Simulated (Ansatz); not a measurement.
# Binding across the interface in twisted silicene bilayer, 7.34° (244 atoms), part 3 of 3

Aim: the interaction energy between the two parts of twisted silicene bilayer, 7.34° (244 atoms) and its distance dependence.

Ansatz 0.2.0; Kohn-Sham DFT, PBEsol, PAW (set soft_2), plane waves.

So far. Step 3 (Relaxation): The relaxation was stopped at its limit after 30 steps, 42.0 eV below its start, with a largest force component of 0.26 eV/Å. Step 6 (The upper part alone): The whole (-151521.134 eV) less the lower (-75715.284 eV) and the upper part (-75716.249 eV) leaves -89.601 eV.

### Step 7. Upper part moved by +0.3 Å

Moving the upper part rigidly maps the well in which it sits.

input.yaml reads:

```yaml
crystal:
  lattice:
    - [30.1476, 0.0, 0.0]
    - [-15.0738, 26.10859, 0.0]
    - [0.0, 0.0, 18.14]
  atoms:
    - { symbol: Si, position: [0.08114, 0.84863, 0.42459] }
    - { symbol: Si, position: [0.08986, 0.78779, 0.3499] }
    - { symbol: Si, position: [0.14509, 0.00878, 0.43701] }
    - { symbol: Si, position: [0.14572, 0.93411, 0.3964] }
    - { symbol: Si, position: [0.10586, 0.63682, 0.352] }
    - { symbol: Si, position: [0.11588, 0.57925, 0.43414] }
    [... 232 atom lines left out ...]
    - { symbol: Si, position: [0.57038, 0.02559, 0.63619] }
    - { symbol: Si, position: [0.56291, 0.94688, 0.6037] }
    - { symbol: Si, position: [0.65017, 0.17208, 0.60295] }
    - { symbol: Si, position: [0.6428, 0.09219, 0.57653] }
    - { symbol: Si, position: [0.63293, 0.93794, 0.60169] }
    - { symbol: Si, position: [0.62062, 0.85261, 0.59553] }
kpoints:
  mp_grid: { grid: [3, 3, 1] }
hamiltonian:
  xc: pbesol
scf:
  occupations: { method: fermi_dirac, width: 0.05 }
output:
  forces: true
  eigenvalues: true
```

The run is started by

```bash
ansatz run input.yaml --threads 11 --pin off --max-ram 102400MiB --backend cuda --events-out ev --progress --plain --runs-dir out
```

Numbers of over 12 decimals in the logs are rounded to 6 here.

What it wrote:

```text
[...]
GPU FFT provider: cuFFT
GPU libraries: cuBLAS 13.8.2, cuFFT 12.4.0, cuSOLVER 12.3.4
Crystal: 244 atoms, lattice volume = 14278.199 Å³
Basis set: ecut = 420 eV, 279229 PW (Γ), exchange–correlation on 432×432×250 points (8 copies of the dense FFT grid, shifted against one another)
Bands: 732, of which v1, the nominal top of the filled ones, is band 488 counted from 1 (487 counted from 0)
Symmetry: 1 space group operations
[...]
k-points: 5 of 9 (time reversal used)
[...]
GPU buffer pool allocated for 5832000 grid points (all kernels)
[...]
SCF iter   1: F=—  HF=-151508.435763 eV  |F-HF|=—  |Δ(HF+E_count)|=         —  Δρ=2.57e-3  dr2=5.25e0  ethr=1.77e-3  ⟨swp⟩=7.0  Hψ=21112  notcnv=0  defer=638
[...]
SCF iter  12: F=—  HF=-151507.891111 eV  |F-HF|=—  |Δ(HF+E_count)|=   6.96e-8  Δρ=5.27e-7  dr2=1.88e-7  ethr=5.53e-11  ⟨swp⟩=3.0  Hψ=5163  notcnv=0  defer=748
SCF iter  13: F=-151507.891111 eV  HF=-151507.891111 eV  |F-HF|=1.43e-8  |Δ(HF+E_count)|=   1.14e-9  Δρ=2.30e-7  dr2=2.99e-8  ethr=1.02e-11  ⟨swp⟩=102.6  Hψ=26750  notcnv=0
SCF 1 converged in 13 iterations: F = -151507.891111 eV  dr2 = 2.99e-8
[...]
SCF converged after 13 iterations
Free energy (F): -151507.891111 eV
[...]
Internal energy: -151507.439035 eV  (E = F + TS)
E sigma→0 (E₀):  -151507.665073 eV
Entropy (-TS):   -0.452076 eV (-1.853 meV/atom)
Fermi energy:    -0.799216 eV
[...]
Σ components = -151507.891111   (vs F -151507.891111, Δ=0.00e0)
--- Forces (eV/Å), atoms counted from 1 ---
  atom   1  Si    -0.12111915     0.16784911     0.81023616
  atom   2  Si    -0.10368368    -0.12472655     0.26571191
  atom   3  Si     0.09745206    -0.49920827     0.97614525
  atom   4  Si     0.08043571    -0.02781398     0.29725210
[...]
atom 244  Si     0.02438595    -0.03004195    -0.88461862
  max |Σ_I F_I| component: 1.54e-4 eV/Å
--- Band table (eV; the first three rows and the last of 5) ---
[...]
```

It took 90 s on 1 × NVIDIA H100 80GB HBM3 with 11 threads of AMD EPYC 7R13 (Zen 3), shared host; peak memory 3.3 GiB.

Upper part moved by +0.3 Å: the energy stands 13.2 eV above that of the reference.

### Step 8. Upper part moved by -0.3 Å

Another point of the curve.

Changes to input.yaml since step 7:

```diff
@@ -13,8 +13,8 @@
     [... 232 atom lines left out ...]
-    - { symbol: Si, position: [0.57038, 0.02559, 0.63619] }
-    - { symbol: Si, position: [0.56291, 0.94688, 0.6037] }
-    - { symbol: Si, position: [0.65017, 0.17208, 0.60295] }
-    - { symbol: Si, position: [0.6428, 0.09219, 0.57653] }
-    - { symbol: Si, position: [0.63293, 0.93794, 0.60169] }
-    - { symbol: Si, position: [0.62062, 0.85261, 0.59553] }
+    - { symbol: Si, position: [0.57038, 0.02559, 0.60311] }
+    - { symbol: Si, position: [0.56291, 0.94688, 0.57062] }
+    - { symbol: Si, position: [0.65017, 0.17208, 0.56987] }
+    - { symbol: Si, position: [0.6428, 0.09219, 0.54345] }
+    - { symbol: Si, position: [0.63293, 0.93794, 0.56861] }
+    - { symbol: Si, position: [0.62062, 0.85261, 0.56245] }
 kpoints:
```

What it wrote:

```text
[...]
Pseudopotentials: kind: paw
Pseudopotential: Si, paw, valence charge 4, recommended cutoff 420 eV (normal), Si.paw.azcp
[... 3 lines on functional and potentials left out ...]
GPU FFT provider: cuFFT
GPU libraries: cuBLAS 13.8.2, cuFFT 12.4.0, cuSOLVER 12.3.4
Crystal: 244 atoms, lattice volume = 14278.199 Å³
Basis set: ecut = 420 eV, 279229 PW (Γ), exchange–correlation on 432×432×250 points (8 copies of the dense FFT grid, shifted against one another)
Bands: 732, of which v1, the nominal top of the filled ones, is band 488 counted from 1 (487 counted from 0)
Symmetry: 1 space group operations
Space group: P1 (ITA 1), of the structure as read, at distance tolerance 2.4e-4 Å
k-points: 5 of 9 (time reversal used)
[... 4 lines on functional and potentials left out ...]
Initial density: superposition of atomic densities (neutral atoms: chi_scale 0, normalization atom), corrected by the library's trained network
Initial wavefunctions: pseudopotential atomic-orbital guess
GPU buffer pool allocated for 5832000 grid points (all kernels)
GPU transforms: local potential and band sums: pruned to the plane-wave sphere, on 216×216×125
GPU projectors: by the tables: the GPU's memory has no room for the FFT box's points about the atoms
[...]
SCF iter   1: F=—  HF=-151494.253950 eV  |F-HF|=—  |Δ(HF+E_count)|=         —  Δρ=2.93e-3  dr2=9.07e0  ethr=1.77e-3  ⟨swp⟩=8.0  Hψ=22286  notcnv=0  defer=692
preconditioner: auto → LDOS  [metal: Δε(μ)=0.012 eV  Ē_g=7.491 eV  σ=0.050 eV  W_gap=0.06  n_scr=1288 (ndim 8)  ℏωp=9.7 eV  f_vac=0.582  D(μ)=76.06/eV (n_scr^D=232)  β→1.0]
[...]
SCF iter   9: F=—  HF=-151493.235879 eV  |F-HF|=—  |Δ(HF+E_count)|=   7.51e-7  Δρ=1.11e-6  dr2=5.68e-7  ethr=3.74e-10  ⟨swp⟩=2.4  Hψ=5472  notcnv=0  defer=825
SCF iter  10: F=-151493.235879 eV  HF=-151493.235879 eV  |F-HF|=5.53e-9  |Δ(HF+E_count)|=   3.74e-7  Δρ=3.54e-7  dr2=6.74e-8  ethr=1.02e-11  ⟨swp⟩=159.4  Hψ=33812  notcnv=0
SCF 1 converged in 10 iterations: F = -151493.235879 eV  dr2 = 6.74e-8
[...]
SCF converged after 10 iterations
Free energy (F): -151493.235879 eV
Harris-Foulkes:  -151493.235879 eV  (|F-HF|=5.53e-9)
Internal energy: -151492.473912 eV  (E = F + TS)
E sigma→0 (E₀):  -151492.854895 eV
Entropy (-TS):   -0.761967 eV (-3.123 meV/atom)
Fermi energy:    -0.964055 eV
--- Per-component energies (eV) ---
[...]
Σ components = -151493.235879   (vs F -151493.235879, Δ=0.00e0)
--- Forces (eV/Å), atoms counted from 1 ---
  atom   1  Si     0.49632362     0.45901444    -3.06459337
  atom   2  Si     0.11852564     0.03677926    -0.18430773
  atom   3  Si    -0.47236283     1.58500414    -2.87173717
  atom   4  Si    -0.20080363    -0.04151830    -0.41072587
[...]
atom 244  Si    -0.26211521     0.78755914     3.61253391
  max |Σ_I F_I| component: 8.42e-5 eV/Å
--- Band table (eV; the first three rows and the last of 5) ---
  k-point 0: bands = ["-14.2855", "-14.1582", "-14.0664", "-14.0396", [... 716 levels ...], "2.7602", "2.7882", "2.7932", "2.7994", "2.8126", "2.8185", "2.8303", "2.8453", "2.8604", "2.8620", "2.8685", "2.8818"]
[...]
```

The job ended after 95 s (1 × NVIDIA H100 80GB HBM3 with 11 threads; peak memory 3.3 GiB).

The run was cut off at the time limit after its SCF loop had closed; no result of it is taken.

### Step 9. Upper part moved by +0.8 Å

Another point of the curve.

Input and log are left out; they have the form of those shown for this kind of step.

Run time: 88 s. Hardware: 1 × NVIDIA H100 80GB HBM3 with 11 threads of AMD EPYC 7R13 (Zen 3), shared host; peak memory 3.3 GiB.

Upper part moved by +0.8 Å: the energy stands 49.7 eV above that of the reference.

### Step 10. Upper part moved by +1.6 Å

Another point of the curve.

Changes to input.yaml since step 8:

```diff
@@ -13,8 +13,8 @@
     [... 232 atom lines left out ...]
-    - { symbol: Si, position: [0.57038, 0.02559, 0.60311] }
-    - { symbol: Si, position: [0.56291, 0.94688, 0.57062] }
-    - { symbol: Si, position: [0.65017, 0.17208, 0.56987] }
-    - { symbol: Si, position: [0.6428, 0.09219, 0.54345] }
-    - { symbol: Si, position: [0.63293, 0.93794, 0.56861] }
-    - { symbol: Si, position: [0.62062, 0.85261, 0.56245] }
+    - { symbol: Si, position: [0.57038, 0.02559, 0.70785] }
+    - { symbol: Si, position: [0.56291, 0.94688, 0.67536] }
+    - { symbol: Si, position: [0.65017, 0.17208, 0.67461] }
+    - { symbol: Si, position: [0.6428, 0.09219, 0.64819] }
+    - { symbol: Si, position: [0.63293, 0.93794, 0.67335] }
+    - { symbol: Si, position: [0.62062, 0.85261, 0.66719] }
 kpoints:
```

What it wrote:

```text
[...]
Pseudopotentials: kind: paw
Pseudopotential: Si, paw, valence charge 4, recommended cutoff 420 eV (normal), Si.paw.azcp
[...]
GPU FFT provider: cuFFT
GPU libraries: cuBLAS 13.8.2, cuFFT 12.4.0, cuSOLVER 12.3.4
Crystal: 244 atoms, lattice volume = 14278.199 Å³
Basis set: ecut = 420 eV, 279229 PW (Γ), exchange–correlation on 432×432×250 points (8 copies of the dense FFT grid, shifted against one another)
Bands: 732, of which v1, the nominal top of the filled ones, is band 488 counted from 1 (487 counted from 0)
Symmetry: 1 space group operations
Space group: P1 (ITA 1), of the structure as read, at distance tolerance 2.4e-4 Å
k-points: 5 of 9 (time reversal used)
[...]
Initial density: superposition of atomic densities (neutral atoms: chi_scale 0, normalization atom), corrected by the library's trained network
Initial wavefunctions: pseudopotential atomic-orbital guess
GPU buffer pool allocated for 5832000 grid points (all kernels)
GPU transforms: local potential and band sums: pruned to the plane-wave sphere, on 216×216×125
GPU projectors: by the tables: the GPU's memory has no room for the FFT box's points about the atoms
[...]
SCF iter   1: F=—  HF=-151442.666218 eV  |F-HF|=—  |Δ(HF+E_count)|=         —  Δρ=2.79e-3  dr2=3.78e0  ethr=1.77e-3  ⟨swp⟩=8.0  Hψ=21497  notcnv=0  defer=603
preconditioner: auto → LDOS  [metal: Δε(μ)=0.009 eV  Ē_g=6.555 eV  σ=0.050 eV  W_gap=0.05  n_scr=1288 (ndim 8)  ℏωp=9.7 eV  f_vac=0.481  D(μ)=70.41/eV (n_scr^D=226)  β→1.0]
[...]
SCF iter   8: F=—  HF=-151442.119258 eV  |F-HF|=—  |Δ(HF+E_count)|=   1.48e-6  Δρ=1.99e-6  dr2=1.52e-6  ethr=8.96e-10  ⟨swp⟩=2.0  Hψ=4828  notcnv=0  defer=729
SCF iter   9: F=—  HF=-151442.119259 eV  |F-HF|=—  |Δ(HF+E_count)|=   6.81e-7  Δρ=6.89e-7  dr2=2.23e-7  ethr=1.55e-10  ⟨swp⟩=2.0  Hψ=5010  notcnv=0  defer=729
```

Run time: 70 s. Hardware: 1 × NVIDIA H100 80GB HBM3 with 11 threads; peak memory 3.3 GiB.

Residual by cycle:

cycle, log10 residual and a bar from the least value:
```
        1        0.6 ##############################
        2        0.2 #############################
        3       -0.9 ########################
        4       -2.1 ###################
        5       -3.1 ###############
        6       -3.9 ###########
        7       -5.1 #######
        8       -5.8 ###
        9       -6.7
```

The run was cut off at its time limit.

After 9 cycles the residual stands at 2.2e-7.

### Step 11. Interaction energy

Whole cell less its two parts, each frozen at the geometry of the whole and solved in the same cell with the same functional, so that energy zeros cancel. The upper part is 'layer 2' and the lower part 'layer 1'. The nearest atoms of the two parts stand 2.33 Å apart. The face is 787.1 Å².

```csv
functional,interaction energy (eV),"of it, the added dispersion term (eV)",per area (meV/Å²),per area (J/m²),per atom of the upper part (meV)
PBEsol,-89.601,-,-113.8,-1.82,-734.4
```

### Step 12. Energy against separation

The upper part is moved rigidly along the normal from its place in the reference.

```csv
shift (Å),energy change (eV),per area (meV/Å²),share of the binding lost (%)
+0.0,0.000,0.00,-
+0.3,13.243,16.82,15
+0.8,49.659,63.09,55
```

### Step 13. Levels of whole and parts

| cell | level spacing (eV) | vacuum level at the upper face, over the highest filled level, or over E_F where no gap is given (eV) | moment (μB) |
| --- | --- | --- | --- |
| whole | - | 4.66 | no spin |
| lower part | - | 4.71 | no spin |
| upper part | - | 4.72 | no spin |

A dash marks a cell without a clear gap, or without a flat potential in the vacuum.

### Step 14. Findings

The parts bind with 113.8 meV/Å² (89.6 eV for the cell) at the level PBEsol, far more than van der Waals binding between intact sheets, and bonds of chemical length cross the interface. At +0.8 Å, 55 % of the binding is lost.

Caveats: The parts are frozen, so the energy of their deformation isn't counted. The relaxation stopped at its limit, so the geometry called relaxed here isn't at a minimum. 2 shifted cells gave no result. No correction is made for dipoles across the vacuum, and the parts also feel their periodic images through it. The reference functional has no dispersion term, which matters for the binding between molecules or layers.

The DFT runs together took 25 min of wall time.

[Logs are printed without paths, hosts, clocks, repeated set-up lines and the standing remarks that a program may print on its own settings, such as how far it seeks lower states.]

[Hosts, paths, dates, database ids (printed as entryN), source tags and the programs' standing remarks are cut or masked in the printed files.]
